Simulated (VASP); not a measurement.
Ir, 1 atom in the cell. The structure is cubic, space group Im-3m (No. 229). Conventional cell: a = 3.035 Å, b = 3.035 Å, c = 3.035 Å, α = 90.00°, β = 90.00°, γ = 90.00°. Ir (site symmetry m-3m) is surrounded by 8 Ir at 2.63 Å. This isn't the form of Ir at room conditions, which is fcc.

* Program: VASP 6.6.1
* Task: single point
* Functional: BLYP
* Potentials or basis: VASP PAW PBE potentials, release 64 (Ir)
* Cutoff: 520 eV
* k mesh: 16 × 16 × 16
* Occupations: fermi-dirac, width 0.1 eV
* Spin: no spin polarisation
* Dipole correction: no
* Further INCAR settings: ALGO = Normal; EDIFF = 1e-06; NBANDS = 10

Potentials or basis: VASP PAW PBE potentials, release 64 (Ir).

Command:

```bash
$ cat potpaw_PBE.64/Ir/POTCAR > POTCAR
$ mpirun -np 1 vasp_std > vasp.out
```

Hardware: 1 thread of AMD EPYC 7R13 Processor (Zen 3), with other jobs on the host.

Problem. Estimate the wall time of this run.

Solution. Run time: 22 s on 1 thread of AMD EPYC 7R13 Processor (Zen 3), with other jobs on the host, peak memory 0.11 GiB. Counts: scf iterations 12, k points 145.
